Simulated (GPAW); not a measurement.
# A GW chain in GPAW: GaN (P6_3mc)

Aim: the G0W0 gap of GaN (P6_3mc) on PBE, step by step.

Method: PBE and many-body steps on it, plane waves, in GPAW 26.7.0.

Report form: the programs' logs are mostly left out.

The database entry behind the starting cell has ideal inner coordinates that were not refined, so it need not match the best structure at ambient conditions.

## (1) Starting point

The structure is hexagonal, space group P6_3mc (No. 186). Conventional cell: a = 3.190 Å, b = 3.190 Å, c = 5.189 Å, α = 90.00°, β = 90.00°, γ = 120.00°. Nearest to Ga lie 4 N at 1.95 Å. N has 4 Ga at 1.95 Å nearest. Farther neighbours and most contacts between anions are not listed.

The cell and positions come from the Crystallography Open Database and are kept as given unless a step says otherwise.

## (2) Ground state

This step: GPAW 26.7.0; DFT, PBE, plane waves, PAW.

The ground-state density comes first.

run.py reads:

```python
import json
import numpy as np
from gpaw.mpi import world
from ase import Atoms
from gpaw import GPAW, PW, FermiDirac

atoms = Atoms(['Ga', 'Ga', 'N', 'N'],
    cell=[[3.1900000000, 0.0000000000, 0.0000000000],
      [-1.5950000000, 2.7626210381, 0.0000000000],
      [0.0000000000, 0.0000000000, 5.1890000000]],
    scaled_positions=[[0.6666666667, 0.3333333333, 0.0000000000],
      [0.3333333333, 0.6666666667, 0.5000000000],
      [0.6666666667, 0.3333333333, 0.3750000000],
      [0.3333333333, 0.6666666667, 0.8750000000]],
    pbc=(True, True, True))
calc = GPAW(mode=PW(600),
    xc='PBE',
    kpts={'size': (9, 9, 6), 'gamma': True},
    occupations=FermiDirac(0.001),
    nbands=-8,
    convergence={'density': 1e-6, 'bands': -3},
    maxiter=100,
    txt='gs.txt')
atoms.calc = calc
res = {'energy': atoms.get_potential_energy()}
kpts = calc.get_ibz_k_points()
res['kpts'] = kpts
res['eigenvalues'] = [calc.get_eigenvalues(kpt=k) for k in range(len(kpts))]
res['n_electrons'] = calc.get_number_of_electrons()
calc.write('gs.gpw')

if world.rank == 0:
    with open('result.json', 'w') as f:
        json.dump(res, f, default=lambda x: x.tolist())
```

Launch:

```sh
$ mpirun -n 8 gpaw python run.py
```

Wall time 12 s (8 MPI ranks of Intel Xeon 6975P-C (Granite Rapids), shared host); peak memory 1.3 GiB.

This step gave:

- total energy: -23.87 eV
- gap: 1.970 eV
- k of the valence top: 0, 0, 0
- k of the conduction bottom: 0, 0, 0
- least direct gap: 1.970 eV

The gap is direct, at Γ.

## (3) Bands along the symmetry lines

Levels along a band path, at the cheap level, show where the edges lie and whether the meshes to come will hold them.

run.py reads:

```python
import json
import numpy as np
from gpaw.mpi import world
from gpaw import GPAW

path = [[0.000000, 0.000000, 0.000000],
    [0.062500, 0.000000, 0.000000],
    [0.125000, 0.000000, 0.000000],
    [0.187500, 0.000000, 0.000000],
    [0.250000, 0.000000, 0.000000],
    [0.312500, 0.000000, 0.000000],
    [0.375000, 0.000000, 0.000000],
    [0.437500, 0.000000, 0.000000],
    [0.500000, 0.000000, 0.000000],
    [0.479167, 0.041667, 0.000000],
    [0.458333, 0.083333, 0.000000],
    [0.437500, 0.125000, 0.000000],
    [0.416667, 0.166667, 0.000000],
    [0.395833, 0.208333, 0.000000],
    [0.375000, 0.250000, 0.000000],
    [0.354167, 0.291667, 0.000000],
    [0.333333, 0.333333, 0.000000],
    [0.291667, 0.291667, 0.000000],
    [0.250000, 0.250000, 0.000000],
    [0.208333, 0.208333, 0.000000],
    [0.166667, 0.166667, 0.000000],
    [0.125000, 0.125000, 0.000000],
    [0.083333, 0.083333, 0.000000],
    [0.041667, 0.041667, 0.000000],
    [0.000000, 0.000000, 0.000000],
    [0.000000, 0.000000, 0.062500],
    [0.000000, 0.000000, 0.125000],
    [0.000000, 0.000000, 0.187500],
    [0.000000, 0.000000, 0.250000],
    [0.000000, 0.000000, 0.312500],
    [0.000000, 0.000000, 0.375000],
    [0.000000, 0.000000, 0.437500],
    [0.000000, 0.000000, 0.500000],
    [0.062500, 0.000000, 0.500000],
    [0.125000, 0.000000, 0.500000],
    [0.187500, 0.000000, 0.500000],
    [0.250000, 0.000000, 0.500000],
    [0.312500, 0.000000, 0.500000],
    [0.375000, 0.000000, 0.500000],
    [0.437500, 0.000000, 0.500000],
    [0.500000, 0.000000, 0.500000],
    [0.479167, 0.041667, 0.500000],
    [0.458333, 0.083333, 0.500000],
    [0.437500, 0.125000, 0.500000],
    [0.416667, 0.166667, 0.500000],
    [0.395833, 0.208333, 0.500000],
    [0.375000, 0.250000, 0.500000],
    [0.354167, 0.291667, 0.500000],
    [0.333333, 0.333333, 0.500000],
    [0.291667, 0.291667, 0.500000],
    [0.250000, 0.250000, 0.500000],
    [0.208333, 0.208333, 0.500000],
    [0.166667, 0.166667, 0.500000],
    [0.125000, 0.125000, 0.500000],
    [0.083333, 0.083333, 0.500000],
    [0.041667, 0.041667, 0.500000],
    [0.000000, 0.000000, 0.500000],
    [0.500000, 0.000000, 0.500000],
    [0.500000, 0.000000, 0.437500],
    [0.500000, 0.000000, 0.375000],
    [0.500000, 0.000000, 0.312500],
    [0.500000, 0.000000, 0.250000],
    [0.500000, 0.000000, 0.187500],
    [0.500000, 0.000000, 0.125000],
    [0.500000, 0.000000, 0.062500],
    [0.500000, 0.000000, 0.000000],
    [0.333333, 0.333333, 0.500000],
    [0.333333, 0.333333, 0.437500],
    [0.333333, 0.333333, 0.375000],
    [0.333333, 0.333333, 0.312500],
    [0.333333, 0.333333, 0.250000],
    [0.333333, 0.333333, 0.187500],
    [0.333333, 0.333333, 0.125000],
    [0.333333, 0.333333, 0.062500],
    [0.333333, 0.333333, 0.000000]]
calc = GPAW('gs.gpw').fixed_density(kpts=path,
    symmetry='off',
    nbands=18,
    convergence={'bands': 14},
    txt='bands.txt')
res = {}
kpts = calc.get_ibz_k_points()
res['kpts'] = kpts
res['eigenvalues'] = [calc.get_eigenvalues(kpt=k) for k in range(len(kpts))]
res['n_electrons'] = calc.get_number_of_electrons()

if world.rank == 0:
    with open('result.json', 'w') as f:
        json.dump(res, f, default=lambda x: x.tolist())
```

Launch:

```sh
$ mpirun -n 8 gpaw python run.py
```

Wall time 8.8 s (8 MPI ranks); peak memory 1.4 GiB.

This step gave:

| Property | Result |
| --- | --- |
| gap | 1.970 eV |
| k of the valence top | 0, 0, 0 |
| k of the conduction bottom | 0, 0, 0 |
| least direct gap | 1.970 eV |

The gap is 1.970 eV, as in the run before at this level.

Electronic bands along the path, in eV, zero at the top of the highest filled band; v1 is the highest filled band, c1 the lowest empty one:

| point | v4 | v3 | v2 | v1 | c1 | c2 | c3 | c4 |
| --- | --- | --- | --- | --- | --- | --- | --- | --- |
| Γ | -1.05 | -0.07 | 0.00 | 0.00 | 1.97 | 4.33 | 9.28 | 9.94 |
| halfway | -2.94 | -1.98 | -0.74 | -0.49 | 4.36 | 6.00 | 7.44 | 8.59 |
| M | -4.21 | -2.71 | -2.26 | -0.98 | 5.11 | 5.62 | 6.11 | 8.69 |
| halfway | -4.20 | -3.53 | -2.41 | -1.89 | 5.64 | 6.69 | 6.69 | 8.53 |
| K | -5.24 | -3.02 | -3.02 | -2.72 | 5.17 | 7.90 | 7.90 | 8.46 |
| halfway | -3.77 | -2.39 | -1.03 | -0.93 | 5.00 | 6.96 | 7.33 | 7.72 |
| Γ | -1.05 | -0.07 | 0.00 | 0.00 | 1.97 | 4.33 | 9.28 | 9.94 |
| halfway | -0.90 | -0.90 | -0.17 | -0.17 | 3.17 | 4.43 | 8.90 | 9.64 |
| A | -0.54 | -0.54 | -0.54 | -0.54 | 4.31 | 4.31 | 8.57 | 8.57 |
| halfway | -2.09 | -2.09 | -1.29 | -1.29 | 5.30 | 5.30 | 7.73 | 7.73 |
| L | -1.92 | -1.92 | -1.91 | -1.91 | 4.44 | 4.44 | 7.86 | 7.86 |
| halfway | -3.21 | -3.21 | -1.58 | -1.58 | 5.41 | 5.41 | 8.18 | 8.18 |
| H | -4.20 | -4.20 | -1.47 | -1.47 | 6.49 | 6.49 | 7.37 | 7.37 |
| halfway | -2.14 | -2.14 | -1.80 | -1.80 | 5.73 | 5.73 | 7.74 | 7.74 |
| A | -0.54 | -0.54 | -0.54 | -0.54 | 4.31 | 4.31 | 8.57 | 8.57 |
| jump to L | -1.92 | -1.92 | -1.91 | -1.91 | 4.44 | 4.44 | 7.86 | 7.86 |
| halfway | -3.31 | -2.49 | -1.71 | -1.28 | 4.35 | 5.14 | 7.64 | 7.92 |
| M | -4.21 | -2.71 | -2.26 | -0.98 | 5.11 | 5.62 | 6.11 | 8.69 |
| jump to H | -4.20 | -4.20 | -1.47 | -1.47 | 6.49 | 6.49 | 7.37 | 7.37 |
| halfway | -4.97 | -3.23 | -2.20 | -2.20 | 5.93 | 7.27 | 7.27 | 8.25 |
| K | -5.24 | -3.02 | -3.02 | -2.72 | 5.17 | 7.90 | 7.90 | 8.46 |

## (4) Empty states on the mesh, 6×6×4 mesh, 113 bands

The sums over transitions need many empty states on a uniform mesh; this step solves for them.

run.py reads:

```python
import json
import numpy as np
from gpaw.mpi import world
from gpaw import GPAW

calc = GPAW('gs.gpw').fixed_density(kpts={'size': (6, 6, 4), 'gamma': True},
    parallel={'domain': 1, 'band': 1},
    txt='nscf.txt')
calc.diagonalize_full_hamiltonian(nbands=113)
calc.write('full.gpw', mode='all')
res = {}
kpts = calc.get_ibz_k_points()
res['kpts'] = kpts
res['eigenvalues'] = [calc.get_eigenvalues(kpt=k) for k in range(len(kpts))]
res['n_electrons'] = calc.get_number_of_electrons()

if world.rank == 0:
    with open('result.json', 'w') as f:
        json.dump(res, f, default=lambda x: x.tolist())
```

Launch:

```sh
$ mpirun -n 8 gpaw python run.py
```

Run time: 16 s. Hardware: 8 MPI ranks; peak memory 2.7 GiB.

Numbers from this step:

```yaml
gap: 1.970 eV
k_of_the_valence_top: 0, 0, 0
k_of_the_conduction_bottom: 0, 0, 0
least_direct_gap: 1.970 eV
k_points_computed: 24
lowest_point_of_the_top_converged_band_above_the_valence_top: 82.6615 eV
```

On this mesh the gap is 1.970 eV.

## (5) Screening and self-energy, 6×6×4 mesh, 103 bands, screening to 100 eV

G0W0 replaces the xc potential by the self-energy, built once from these orbitals. Only a window of levels is corrected, while the sums run over the empty bands that the input names.

This step: G0W0 on PBE, plane waves, PAW.

run.py reads:

```python
import json
import numpy as np
from gpaw.mpi import world
from gpaw.response.g0w0 import G0W0

gw = G0W0('full.gpw',
    filename='gw',
    kpts=[0],
    bands=(6, 10),
    ecut=100,
    nbands=103,
    integrate_gamma='WS',
    ppa=True)
gw.calculate()
res = {mode: {k: v for k, v in r.items() if k != 'sigma_eskwn'}
       for mode, r in gw.all_results.items()}

if world.rank == 0:
    with open('result.json', 'w') as f:
        json.dump(res, f, default=lambda x: x.tolist())
```

Launch:

```sh
$ mpirun -n 8 gpaw python run.py
```

The job ended after 74 s (8 MPI ranks; peak memory 2.3 GiB).

Numbers from this step:

```yaml
g0w0_gap_on_the_points_computed: 3.312 eV
least_direct_g0w0_gap_on_the_computed_points: 3.312 eV
z_at_the_valence_top: 0.7856
z_at_the_conduction_bottom: 0.8175
starting_gap_on_the_mesh: 1.970 eV
k_of_the_valence_top: 0, 0, 0
k_of_the_conduction_bottom: 0, 0, 0
```

The gap on the mesh goes from 1.97 eV to 3.31 eV, a correction of +1.34 eV.

Limits: finite bands, cutoff and mesh; no spin-orbit coupling. v1 is the top filled band, c1 the lowest empty one. Levels before and after the correction, in eV, zero at the valence-band top of each column:

|  | conduction bottom | valence top |
| --- | --- | --- |
| Kohn-Sham | 1.97 | 0.00 |
| G0W0 | 3.31 | 0.00 |

|  | level | energy (eV) |
| --- | --- | --- |
| Kohn-Sham | Γ v2-v1 | 0.000 |
| Kohn-Sham | Γ c1 | 1.970 |
| Kohn-Sham | Γ c2 | 4.326 |
| G0W0 | Γ v2-v1 | 0.000 |
| G0W0 | Γ c1 | 3.312 |
| G0W0 | Γ c2 | 5.802 |

## (6) Where the time went

Times are wall times on 8 MPI ranks of Intel Xeon 6975P-C (Granite Rapids), shared host, good to a factor of about two.

| step | time | share | memory (GiB) |
| --- | --- | --- | --- |
| ground state | 12 s | 11 % | 1.3 |
| bands along the symmetry lines | 8.8 s | 8 % | 1.4 |
| empty states on the mesh | 16 s | 14 % | 2.7 |
| screening and self-energy | 74 s | 67 % | 2.3 |

## (7) Results

| Item | Value |
| --- | --- |
| PBE gap | 1.97 eV, direct |
| G0W0 gap on the mesh | 3.31 eV |
| GW settings | 6×6×4 mesh, 103 bands, screening to 100 eV, Godby-Needs plasmon pole |
| known limits | not at the basis limit; no spin-orbit coupling |

In words: G0W0 moves the gap on the mesh from 1.97 eV to 3.31 eV (+1.34 eV), with Z of 0.79 and 0.82 at the edges. Only 1 of the mesh's irreducible points was corrected, so a valley elsewhere could overtake. The dearest step here is «screening and self-energy». Bands and cutoff are finite, so the gap is not at the basis limit. The miss can reach some tenths of an eV and take either sign; the mesh is an error of its own. These stock PAW sets were not made for GW; the filled d or f shell of Ga lies in the frozen core, which bears on start and correction. In the G0W0 run levels were corrected at 1 k point alone, so a gap called «on the mesh» is the least over those, and an edge elsewhere would be missed. The many-body steps are scalar-relativistic: spin-orbit coupling is not in them.

[Paths, hosts, dates, memory and timing lines, banners, echoed tables and standing remarks are left out of the program output.]

[Logs are printed without paths, hosts, clocks, repeated set-up lines and the standing remarks that a program may print on its own settings, such as how far it seeks lower states.]

[Runs of the session that timed out or met a known fault of the program may be left out.]

[Hosts, paths, dates, database ids (printed as entryN), source tags and the programs' standing remarks are cut or masked in the printed files.]
